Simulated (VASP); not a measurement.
# MnS (Fm-3m) in VASP: notebook, part 2 of 2

VASP 6.6.1. The steps go on from the part before.

## (3) Single point, PBEsol+U, collinear spin, antiferromagnetic start

Contents of INCAR:

```
PREC = Accurate
ENCUT = 520
EDIFF = 1E-7
ISMEAR = 0
SIGMA = 0.05
LREAL = False
LASPH = True
NELM = 100
ALGO = Normal
ISIF = 2
LWAVE = False
LCHARG = False
ISPIN = 2
MAGMOM = 4 -4 0 0
LORBIT = 11
LMAXMIX = 4
LDAU = True
LDAUTYPE = 2
LDAUL = 2 -1
LDAUU = 4 0
LDAUJ = 0 0
LDAUPRINT = 1
GGA = PS
```

Contents of KPOINTS:

```
regular mesh
0
Gamma
  7 7 4
```

Contents of POSCAR:

```
MnS
1.0
    0.0000000000      2.6122498900      2.6122498900
    2.6122498900      0.0000000000      2.6122498900
    5.2244997800      5.2244997800      0.0000000000
Mn S
2 2
Direct
    0.0000000000      0.0000000000      0.0000000000
    0.0000000000      0.0000000000      0.5000000000
    0.5000000000      0.5000000000      0.2500000000
    0.5000000000      0.5000000000      0.7500000000
```

Potentials or basis: VASP PAW PBE potentials, release 64 (Mn_pv, S).

Launch:

```
$ cat potpaw_PBE.64/Mn_pv/POTCAR potpaw_PBE.64/S/POTCAR > POTCAR
$ mpirun -np 1 vasp_std > vasp.out
```

OUTCAR:

```text
PREC = Accurate
   ENCUT = 520
   EDIFF = 1E-7
   ISMEAR = 0
   LREAL = False
   LASPH = True
   NELM = 100
   ISIF = 2
   ISPIN = 2
   LORBIT = 11
   GGA = PS

 ion  position               nearest neighbor table
   1  0.000  0.000  0.000-   4 2.61   3 2.61   4 2.61   3 2.61   4 2.61   3 2.61
   2  0.000  0.000  0.500-   3 2.61   3 2.61   4 2.61   3 2.61   4 2.61   4 2.61
   3  0.500  0.500  0.250-   1 2.61   1 2.61   2 2.61   1 2.61   2 2.61   2 2.61
   4  0.500  0.500  0.750-   2 2.61   1 2.61   2 2.61   1 2.61   2 2.61   1 2.61

  LATTYP: Found a trigonal (rhomboedric) cell.
 ALAT       =     6.3986793111
 COS(alpha) =     0.8333333333

  Lattice vectors:

 A1 = (   5.2244997800,   2.6122498900,  -2.6122498900)
 A2 = (   2.6122498900,   2.6122498900,  -5.2244997800)
 A3 = (   2.6122498900,   5.2244997800,  -2.6122498900)

Analysis of symmetry for initial positions (statically):
=====================================================================
 Subroutine PRICEL returns following result:

  LATTYP: Found a face centered cubic cell.
 ALAT       =     5.2244997800
[... 12 lines left out ...]
 Subroutine GETGRP returns: Found 12 space group operations
 (whereof 12 operations were pure point group operations)
 out of a pool of 12 trial point group operations.

The static configuration has the point symmetry D_3d.

Analysis of symmetry for dynamics (positions and initial velocities):
=====================================================================
 Subroutine PRICEL returns following result:

  LATTYP: Found a face centered cubic cell.
 ALAT       =     5.2244997800
[... 12 lines left out ...]
 Subroutine GETGRP returns: Found 12 space group operations
 (whereof 12 operations were pure point group operations)
 out of a pool of 12 trial point group operations.

The dynamic configuration has the point symmetry D_3d.

Analysis of structural, dynamic, and magnetic symmetry:
=====================================================================
 Subroutine PRICEL returns following result:

  LATTYP: Found a face centered cubic cell.
 ALAT       =     5.2244997800
[... 12 lines left out ...]
 Subroutine GETGRP returns: Found 12 space group operations
 (whereof 12 operations were pure point group operations)
 out of a pool of 12 trial point group operations.

The overall configuration has the point symmetry D_3d.

 Subroutine INISYM returns: Found 12 space group operations
 (whereof 12 operations are pure point group operations),
 and found     2 'primitive' translations

----------------------------------------------------------------------------------------

                                     Primitive cell

  volume of cell :      35.6512

  direct lattice vectors                    reciprocal lattice vectors
[... 184 lines left out ...]
  o =  0.9517  v = -0.0449 -0.0225  0.9985 -0.0225 -0.0000  0.0000  0.0000  0.0000  0.0000  0.0000      0.0000  0.0000  0.0000  0.0000  0.0000  0.0000  0.0000  0.0000  0.0000  0.0000

atom =   2  type =  1  l = 2

 onsite density matrix

spin component  1

  0.0161 -0.0000  0.0008 -0.0000  0.0000
 -0.0000  0.0161  0.0004  0.0000 -0.0007
  0.0008  0.0004  0.0887  0.0004 -0.0000
 -0.0000  0.0000  0.0004  0.0161  0.0007
  0.0000 -0.0007 -0.0000  0.0007  0.0887

spin component  2

  0.9308 -0.0001 -0.0009 -0.0001  0.0000
 -0.0001  0.9308 -0.0005  0.0001  0.0008
 -0.0009 -0.0005  0.9516 -0.0005 -0.0000
 -0.0001  0.0001 -0.0005  0.9308 -0.0008
  0.0000  0.0008 -0.0000 -0.0008  0.9516

 occupancies and eigenvectors

  o =  0.0160  v = -0.8051 -0.5201  0.0136 -0.2850 -0.0023  0.0000  0.0000  0.0000  0.0000  0.0000      0.0000  0.0000  0.0000  0.0000  0.0000  0.0000  0.0000  0.0000  0.0000  0.0000
  o =  0.0160  v =  0.1358 -0.6293 -0.0023  0.7651 -0.0136  0.0000  0.0000  0.0000  0.0000  0.0000      0.0000  0.0000  0.0000  0.0000  0.0000  0.0000  0.0000  0.0000  0.0000  0.0000
  o =  0.0161  v = -0.5774  0.5774 -0.0000  0.5774 -0.0000  0.0000  0.0000  0.0000  0.0000  0.0000      0.0000  0.0000  0.0000  0.0000  0.0000  0.0000  0.0000  0.0000  0.0000  0.0000
  o =  0.0887  v =  0.0113  0.0055  0.9998  0.0057  0.0107  0.0000  0.0000  0.0000  0.0000  0.0000      0.0000  0.0000  0.0000  0.0000  0.0000  0.0000  0.0000  0.0000  0.0000  0.0000
  o =  0.0887  v = -0.0001 -0.0098 -0.0107  0.0097  0.9998  0.0000  0.0000  0.0000  0.0000  0.0000      0.0000  0.0000  0.0000  0.0000  0.0000  0.0000  0.0000  0.0000  0.0000  0.0000
  o =  0.9307  v =  0.0000  0.0000  0.0000  0.0000  0.0000  0.8120  0.3433  0.0548  0.4688  0.0049      0.0000  0.0000  0.0000  0.0000  0.0000  0.0000  0.0000  0.0000  0.0000  0.0000
  o =  0.9307  v =  0.0000  0.0000  0.0000  0.0000  0.0000  0.0725  0.7395  0.0049 -0.6670 -0.0548      0.0000  0.0000  0.0000  0.0000  0.0000  0.0000  0.0000  0.0000  0.0000  0.0000
  o =  0.9309  v =  0.0000  0.0000  0.0000  0.0000  0.0000 -0.5774  0.5774  0.0000  0.5774 -0.0000      0.0000  0.0000  0.0000  0.0000  0.0000  0.0000  0.0000  0.0000  0.0000  0.0000
  o =  0.9517  v =  0.0000  0.0000  0.0000  0.0000  0.0000  0.0449  0.0225 -0.9985  0.0225 -0.0000      0.0000  0.0000  0.0000  0.0000  0.0000  0.0000  0.0000  0.0000  0.0000  0.0000
  o =  0.9517  v =  0.0000  0.0000  0.0000  0.0000  0.0000  0.0000  0.0389 -0.0000 -0.0389  0.9985      0.0000  0.0000  0.0000  0.0000  0.0000  0.0000  0.0000  0.0000  0.0000  0.0000

 number of electron      37.9999975 magnetization       0.0000000

 Free energy of the ion-electron system (eV)
  ---------------------------------------------------
  ext. energy  EPLUGINS =         0.00000000
  ---------------------------------------------------
  free energy    TOTEN  =       -27.50554057 eV

  energy without entropy =      -27.50554057  energy(sigma->0) =      -27.50554057

 E-fermi :   5.9025     XC(G=0): -10.7370

 val. band max:        5.6343871537   @ k =   0.0000   0.0000   0.5000
 cond. band min:       7.9107992757   @ k =   0.4286   0.4286   0.0000
 fundamental gap:      2.2764121220
 Fermi energy:         5.9024848644

 spin component 1

 k-point     1 :       0.0000    0.0000    0.0000
  band No.  band energies     occupation
      1     -44.2254      1.00000
      2     -44.2218      1.00000
      3     -44.2218      1.00000
      4     -39.4420      1.00000
      5     -39.4419      1.00000
      6     -39.4400      1.00000
[... 1241 lines left out ...]
     22       9.0693      0.00000
     23       9.4126      0.00000

 [... further k-points ...]

------------------------ aborting loop because EDIFF is reached ----------------------------------------

  FORCE on cell =-STRESS in cart. coord.  units (eV):
  Direction    XX          YY          ZZ          XY          YZ          ZX
  --------------------------------------------------------------------------------------
  -------------------------------------------------------------------------------------
  Total       -0.7974341     -0.7974341     -0.7974341     -0.0826338      0.0826338      0.0826338
  in kB      -17.9184838    -17.9184838    -17.9184838     -1.8567958      1.8567958      1.8567958
  external PRESSURE =     -17.9184838 kB  Pullay stress =       0.0000000 kB

 VOLUME and BASIS-vectors are now :
 -----------------------------------------------------------------------------
  energy-cutoff  :      520.00
  volume of cell :       71.30
      direct lattice vectors                 reciprocal lattice vectors
     0.000000000  2.612249890  2.612249890    -0.191405884  0.191405884  0.191405884
     2.612249890  0.000000000  2.612249890     0.191405884 -0.191405884  0.191405884
     5.224499780  5.224499780  0.000000000     0.095702942  0.095702942 -0.095702942

 POSITION                                       TOTAL-FORCE (eV/Angst)
 -----------------------------------------------------------------------------------
      0.00000      0.00000      0.00000         0.000000      0.000000      0.000000
      2.61225      2.61225      0.00000         0.000000      0.000000      0.000000
      2.61225      2.61225      2.61225         0.000000      0.000000     -0.000000
      5.22450      5.22450      2.61225        -0.000000     -0.000000     -0.000000
 -----------------------------------------------------------------------------------
    total drift:                                0.000000      0.000000      0.000000

  FREE ENERGIE OF THE ION-ELECTRON SYSTEM (eV)
  ---------------------------------------------------
  free  energy   TOTEN  =       -27.5055405719 eV

  energy  without entropy=      -27.5055405719  energy(sigma->0) =      -27.50554057

 total charge

# of ion       s       p       d       tot
------------------------------------------
    1        0.217   6.167   4.903  11.288
    2        0.217   6.167   4.903  11.288
    3        1.315   2.426   0.000   3.742
    4        1.315   2.426   0.000   3.742
--------------------------------------------------
tot          3.065  17.188   9.807  30.059

 magnetization (x)

# of ion       s       p       d       tot
------------------------------------------
    1        0.024   0.021   4.460   4.505
    2       -0.024  -0.021  -4.460  -4.505
    3        0.000   0.000   0.000   0.000
    4        0.000   0.000   0.000   0.000
--------------------------------------------------
tot          0.000   0.000   0.000   0.000
```

stdout:

```text
POSCAR found type information on POSCAR MnS
 POSCAR found :  2 types and       4 ions
 scaLAPACK will be used
 -----------------------------------------------------------------------------
|                                                                             |
|                                                                             |
[... 21 lines left out ...]
|     Results are often still useful ...                                      |
|                                                                             |
 -----------------------------------------------------------------------------

 POSCAR, INCAR and KPOINTS ok, starting setup
 FFT: planning ... GRIDC
 FFT: planning ... GRID_SOFT
 FFT: planning ... GRID
 WAVECAR not read
 entering main loop
```

It took 2.2 min on 1 thread of AMD EPYC 9R45 (Zen 5), shared host; peak memory 0.29 GiB.

What came out:

```
Free energy                                           : -27.5055 eV
Pressure                                              : -1.8 GPa
Band gap on the k mesh                                : 2.28 eV
Net moment                                            : 0.00 μB per cell
Site moments                                          : Mn +4.50, -4.50; S +0.00 μB
Valence electrons inside the program's atomic spheres : Mn 11.29; S 3.74
```

Levels at points of the mesh, in eV from the valence-band top:
Spin up:
```csv
k point,band 16,band 17,band 18,band 19,band 20,band 21,band 22,band 23
"(0.00, 0.00, 0.00)",-0.89,-0.74,-0.74,-0.74,2.90,3.22,3.22,3.29
"(0.00, 0.00, 0.50)",-1.56,-1.56,0.00,0.00,2.81,3.12,3.12,3.92
```
Spin down:
```
           k point  band 16  band 17  band 18  band 19  band 20  band 21  band 22  band 23
(0.00, 0.00, 0.00)    -0.89    -0.74    -0.74    -0.74     2.90     3.22     3.22     3.29
(0.00, 0.00, 0.50)    -1.56    -1.56     0.00     0.00     2.81     3.12     3.12     3.92
```

Eigenvalues of the final occupation matrices:
```tsv
site	spin	trace	eigenvalues
site 1 d	1	4.70	0.93 0.93 0.93 0.95 0.95
site 1 d	2	0.23	0.02 0.02 0.02 0.09 0.09
site 2 d	1	0.23	0.02 0.02 0.02 0.09 0.09
site 2 d	2	4.70	0.93 0.93 0.93 0.95 0.95
```

Caveat: the PAW data sets were made with another functional, which shifts forces and pressure a little; an odd mesh through Γ misses points on the zone boundary, where band edges often lie.
